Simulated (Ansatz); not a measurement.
Given:

AlSb:
```xyz
2
Lattice="0.0000 3.1126 3.1126 3.1126 0.0000 3.1126 3.1126 3.1126 0.0000" Properties=species:S:1:pos:R:3 pbc="T T T"
Sb     4.6689     4.6689     4.6689
Al     0.0000     0.0000     0.0000
```

This is the PBE-relaxed structure.

### Question
All from the program Ansatz at the PBE level (PAW), unless another level is named. Give the hole effective mass, band 2 of 3 at the edge.

### Answer
0.37 along [100], 0.37 along [110], 0.89 along [111] (mₑ).

### Question
Give the hole effective mass, band 3 of 3 at the edge.

### Answer
0.078 along [100], 0.066 along [110], 0.062 along [111] (mₑ).

### Question
And the weight of the conduction-edge state by species (Voronoi cells)?

### Answer
Al 59 %, Sb 41 %.

### Question
Next, the conduction-band minimum?

### Answer
at L (4 equivalent valleys).

### Question
Give the valence-band maximum.

### Answer
at Γ.

Space group F-43m (zinc blende). The cell was relaxed with PBE under the symmetry of its start. Scalar-relativistic: spin–orbit coupling is off unless named, which matters more the heavier the elements.

Potentials: the later of the program's two PAW sets.

Edges and masses are those of Kohn–Sham bands, whose gap is no quasiparticle gap.
